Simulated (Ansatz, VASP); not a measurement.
# Cross-check of C212N3 between VASP and Ansatz, part 2 of 2

Aim: how closely do two programs agree when they are given the same cell, functional and k mesh? The cell is taken from a series of runs on this material, whose earlier steps may have relaxed, scaled, displaced or heated it; both programs get it as it stands.

VASP 6.6.1 and Ansatz 0.2.0.

So far: The starting structure; Ansatz: single point, PBEsol.

**3. VASP: single point, PBEsol**

Level of this step: PBEsol, spin-polarised from a ferromagnetic start; plane waves and PAW (C, N) (VASP).

The same cell, functional, mesh and smearing now go to VASP, with its own data sets.

Lines of VASP's logs that name or quote its potential files are left out, and so is its time.

Input file INCAR:

```
SYSTEM = C212N3
PREC = Accurate
ENCUT = 520
EDIFF = 1E-06
NELM = 200
ISMEAR = -1
SIGMA = 0.01
LREAL = Auto
ALGO = Normal
GGA = PS
NBANDS = 582
ISPIN = 2
MAGMOM = 0 0 0 0 0 0 0 0 0 0 0 0 0 0 0 0 0 -0 -0 0 0 0 0 0 0 0 0 0 0 0 0 0 -0 -0 0 -0 0 0 0 0 -0 -0 -0 -0 0 0 0 0 -0 0 -0 0 0 0 0 0 -0 -0 -0 -0 0 0 0 0 -0 -0 -0 0 0 0 0 0 0 0 0 0 0 0 0 0 -0 0 -0 -0 0 0 0 0 -0 -0 -0 -0 0 0 0 0 0 -0 -0 -0 0 0 0 0 0 0 0 0.3 -0 -0 -0 -0 0 0 0 0 -0 -0 -0 -0 0 0 0 0 -0 -0 -0 -0 0 0 0 0 -0 -0 -0 0 0 0 0.03 0 -0 -0 0 0 0 0 0 0 -0 -0 -0 -0 0 0 0 0 -0 -0 -0 0 0 0 0 0 -0 -0 -0 -0 0 0 0 0 -0 -0 -0 -0 0 0 0 0 -0 -0 -0 0 0 0.03 0 0 -0 -0 -0 0 0 0 0 0 -0 -0 -0 0 0.03 0 0 0 -0 -0 -0 -0 0 0 0 0 0.02 0.02 0.02
LORBIT = 11
LWAVE = .FALSE.
LCHARG = .FALSE.
ISIF = 2
NUPDOWN = 1
LASPH = .TRUE.
GGA_COMPAT = .FALSE.
```

Input file POSCAR:

```
C212N3
1.0
   10.6614255216      0.0000000000      0.0000000000
    0.0000000000     10.6614255216      0.0000000000
    0.0000000000      0.0000000000     10.6614255216
C N
212 3
Direct
    0.0001100000      0.9999200000      0.1667000000
    0.0001100000      0.1666500000      0.9999700000
[... 13 atom lines left out ...]
    0.2489700000      0.2487800000      0.5835700000
[... 15 atom lines left out ...]
    0.2489700000      0.5835200000      0.2488200000
[... 2 atom lines left out ...]
    0.1680500000      0.3339400000      0.3339800000
    0.1669700000      0.4999400000      0.4999900000
[... 2 atom lines left out ...]
    0.2519100000      0.4182100000      0.4182500000
    0.2521500000      0.5814900000      0.5815300000
[... 6 atom lines left out ...]
    0.2492600000      0.4162100000      0.7506200000
[... 15 atom lines left out ...]
    0.2492600000      0.7505800000      0.4162500000
[... 16 atom lines left out ...]
    0.5837100000      0.2487800000      0.2488200000
[... 3 atom lines left out ...]
    0.5001300000      0.1667800000      0.4999900000
[... 1 atom line left out ...]
    0.4184000000      0.2517200000      0.4182500000
[... 1 atom line left out ...]
    0.5816800000      0.2519600000      0.5815300000
[... 5 atom lines left out ...]
    0.4164000000      0.2490800000      0.7506200000
[... 2 atom lines left out ...]
    0.3341300000      0.3339400000      0.1679000000
[... 2 atom lines left out ...]
    0.5001300000      0.4999400000      0.1668200000
    0.4184000000      0.4182100000      0.2517600000
[... 2 atom lines left out ...]
    0.5816800000      0.5814900000      0.2520100000
    0.3343000000      0.3341100000      0.5033900000
    0.3343000000      0.5033500000      0.3341500000
    0.5035400000      0.3341100000      0.3341500000
    0.5883500000      0.5881600000      0.5882000000
[... 1 atom line left out ...]
    0.3349100000      0.4969200000      0.6654100000
    0.4971100000      0.3347200000      0.6654100000
    0.5002200000      0.5000300000      0.8326700000
[... 1 atom line left out ...]
    0.4180700000      0.5821400000      0.7481800000
    0.5823300000      0.4178800000      0.7481800000
[... 5 atom lines left out ...]
    0.4164000000      0.7505800000      0.2491200000
[... 3 atom lines left out ...]
    0.3349100000      0.6653600000      0.4969700000
[... 1 atom line left out ...]
    0.4971100000      0.6653600000      0.3347700000
    0.5002200000      0.8326300000      0.5000800000
    0.4180700000      0.7481300000      0.5821900000
[... 1 atom line left out ...]
    0.5823300000      0.7481300000      0.4179200000
[... 3 atom lines left out ...]
    0.5028400000      0.6651900000      0.6652300000
[... 18 atom lines left out ...]
    0.7507700000      0.2490800000      0.4162500000
[... 14 atom lines left out ...]
    0.7507700000      0.4162100000      0.2491200000
[... 3 atom lines left out ...]
    0.6655500000      0.3347200000      0.4969700000
    0.6655500000      0.4969200000      0.3347700000
[... 1 atom line left out ...]
    0.8328100000      0.5000300000      0.5000800000
    0.7483200000      0.4178800000      0.5821900000
    0.7483200000      0.5821400000      0.4179200000
[... 3 atom lines left out ...]
    0.6653800000      0.5026500000      0.6652300000
[... 14 atom lines left out ...]
    0.6653800000      0.6651900000      0.5026900000
[... 15 atom lines left out ...]
    0.4091300000      0.4089400000      0.5899500000
    0.4091300000      0.5899100000      0.4089900000
    0.5901000000      0.4089400000      0.4089900000
```

Input file KPOINTS:

```
Automatic mesh
0
Gamma
1 1 1
0 0 0
```

Potentials, in the order of the species: C and N (PBE family, release 64).

Started as:

```sh
$ export OMP_NUM_THREADS=3
$ mpirun -np 1 vasp_gam
```

Numbers of over 12 decimals in the logs are rounded to 6 here.

Output:

```text
[banner, memory and clock lines left out]
running    1 mpi-ranks, on    1 nodes
[...]
Offloading initialized ...    1 GPUs detected
[...]
|                                                                             |
|               ----> ADVICE to this user running VASP <----                  |
|                                                                             |
|     You enforced a specific xc type in the INCAR file but a different       |
|     [... a line on the potential file left out ...]
|     I HOPE YOU KNOW WHAT YOU ARE DOING!                                     |
|                                                                             |

 LDA part: xc-table for (Slater+PW92), standard interpolation
 POSCAR, INCAR and KPOINTS ok, starting setup
[...]
entering main loop
       N       E                     dE             d eps       ncg     rms          rms(c)
DAV:   1     0.608682011937E+04    0.60868E+04   -0.52636E+05  2336   0.155E+03
DAV:   2    -0.153636822195E+04   -0.76232E+04   -0.71294E+04  3060   0.356E+02
DAV:   3    -0.211915530572E+04   -0.58279E+03   -0.57609E+03  2920   0.939E+01
DAV:   4    -0.213327303599E+04   -0.14118E+02   -0.14037E+02  2896   0.157E+01
[...]
DAV:  13    -0.206030396365E+04   -0.64309E-04   -0.98720E-05  2840   0.140E-02    0.333E-02
DAV:  14    -0.206030398996E+04   -0.26308E-04   -0.23308E-05  2856   0.770E-03    0.119E-02
DAV:  15    -0.206030399050E+04   -0.54304E-06   -0.43356E-06  2560   0.337E-03
   1 F= -.20603040E+04 E0= -.20603040E+04  d E =-.362637E-11  mag=     1.0000
```

OUTCAR, selected parts (step 3):

```text
 magnetization (x)
# of ion       s       p       d       tot
------------------------------------------
    1       -0.000   0.000   0.000   0.000
    2       -0.000   0.000   0.000   0.000
    3       -0.000   0.000   0.000   0.000
    4        0.000   0.000   0.000   0.000
    5        0.000   0.000   0.000   0.000
    6        0.000   0.000   0.000   0.000
[...]
213        0.003   0.022   0.000   0.025
  214        0.003   0.022   0.000   0.025
  215        0.003   0.022   0.000   0.025
--------------------------------------------------
tot          0.074   0.563   0.000   0.637
```

The run ends at a pressure of 0.78 GPa, with forces up to 1.2 eV/Å.

**4. Comparison**

Known differences besides the potentials themselves: VASP starts from the moments at which Ansatz ended; the cutoff is 420 eV in Ansatz and 520 eV in VASP (PREC = Accurate, projectors in real space); Ansatz makes its cores anew for this functional, VASP keeps those of its PBE data sets; site moments are counted in spheres of each program's own size. Total energies have different zeros and are not compared.

Both answers:

```tsv
quantity	Ansatz	VASP	difference
total moment, fixed by the input (μB)	1.00	1.00	0.00
moment on C108 (μB)	0.30	0.40	-0.10
```

Forces on 9 of the 215 atoms, those with the largest forces and the largest differences (eV/Å; atoms numbered as in POSCAR):

```tsv
atom	Ansatz x, y, z	VASP x, y, z
C106	-0.093, -0.058, -0.093	-0.099, -0.084, -0.099
C107	-0.058, -0.093, -0.093	-0.084, -0.099, -0.097
C108	0.606, 0.606, 0.606	0.588, 0.587, 0.588
C135	-1.166, 0.061, 0.061	-1.172, 0.073, 0.075
C182	0.061, -1.166, 0.061	0.073, -1.173, 0.075
C197	0.061, 0.061, -1.166	0.072, 0.072, -1.173
N213	0.588, 0.588, 0.204	0.594, 0.595, 0.204
N214	0.588, 0.204, 0.588	0.593, 0.201, 0.592
N215	0.204, 0.588, 0.588	0.200, 0.594, 0.592
```

The forces differ by 5.7 meV/Å r.m.s., which is 4.2 % of the r.m.s. force of 0.135 eV/Å (both taken over all components).

**5. What came out**

```yaml
r_m_s_force_difference_single_point_pbesol: 5.7 meV/Å
```

What this shows: The r.m.s. force difference is 5.7 meV/Å (single point, PBEsol), within the 12 meV/Å picked in this series as the mark of a large difference. How closely two codes agree says nothing of how well the functional describes the real material.

[Lines on the potential files, build, host, timing and source positions are cut from VASP's logs without a mark.]

[Logs are printed without paths, hosts, clocks, repeated set-up lines and the standing remarks that a program may print on its own settings, such as how far it seeks lower states.]

[Hosts, paths, dates, database ids (printed as entryN), source tags and the programs' standing remarks are cut or masked in the printed files.]
